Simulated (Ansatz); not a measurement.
## Cold compression of S (diamond type)

```yaml
crystal:
  lattice:
    - [0.00000, 2.89470, 2.89470]
    - [2.89470, 0.00000, 2.89470]
    - [2.89470, 2.89470, 0.00000]
  atoms:
    - { symbol: S, position: [0.87500, 0.87500, 0.87500] }
    - { symbol: S, position: [0.12500, 0.12500, 0.12500] }
```

The cell comes from a relaxation on PAW files under the same functional, begun from a prototype that needn't be the stable phase.

Its volume is scaled at fixed shape and fractional positions.

Computed with Ansatz 0.2.0; functional PBE, scalar-relativistic. Settings: a Γ-centred 13×13×13 k mesh, Fermi–Dirac smearing of 0.08 eV, no spin polarisation. Methods: LAPW: all electrons, basis error target 1 meV/atom; PAW: frozen-core files, cutoff 420 eV; crystal datasets: all electrons, by PAW datasets that the program makes for each cell; norm-conserving: pseudopotentials, cutoff 770 eV; PAW (core large): files with a larger core, cutoff 420 eV.

Energies are extrapolated to zero smearing and count from the unscaled cell; pressure is positive in compression; gaps take the mesh and a band path. No temperature or zero-point motion is included.

| V/V0 | V (Å³/atom) | P LAPW (GPa) | ΔE LAPW (eV/atom) | P PAW − LAPW (GPa) | ΔE PAW − LAPW (meV/atom) |
| --- | --- | --- | --- | --- | --- |
| 1.00 | 24.26 | 0.06 | 0.000 | -0.02 | 0.0 |
| 0.95 | 23.04 | 2.54 | 0.010 | -0.02 | -0.2 |
| 0.85 | 20.62 | 9.46 | 0.097 | -0.03 | -0.6 |
| 0.75 | 18.19 | 20.3 | ? | -0.04 | -1.1 |
| 0.65 | 15.77 | 37.6 | 0.741 | -0.07 | -1.9 |
| 0.55 | 13.34 | 65.0 | 1.502 | -0.10 | -3.0 |
| 0.45 | 10.91 | 114.6 | 2.814 | -0.10 | -4.3 |
| 0.40 | 9.70 | 157.5 | 3.830 | -0.04 | -4.7 |

Task: Fill in "ΔE LAPW (eV/atom)" for the row "0.75".

Result: 0.315.

Task: Fit the Vinet equation to the LAPW pressures over the whole range, with residuals weighted by 1/(|P| + 0.03·Pmax).

Result: V0 = 24.29 Å³/atom, B0 = 44.6 GPa and B0′ = 3.21, and the fit misses no point by more than 2 GPa. A fit over so wide a range pins B0 less well than one near rest.

Task: From the table, what is the rise of the enthalpy H = E + pV up to the last row, and how stiff is the crystal between the last two rows?

Result: ΔH = 3.830 eV + (157.5 GPa × 9.70 Å³ − 0.06 GPa × 24.26 Å³) × 0.006242 eV/(GPa·Å³) = 13.36 eV/atom, of which pV makes 71 %. The mean bulk modulus there is −ΔP/Δln V = 364 GPa.

Task: At the smallest volume, how far do crystal datasets and norm-conserving and PAW (core large) lie from LAPW in pressure?

Result: crystal datasets: -0.01 GPa; norm-conserving: -0.24 GPa; PAW (core large): -0.04 GPa, on a LAPW pressure of 157.5 GPa.
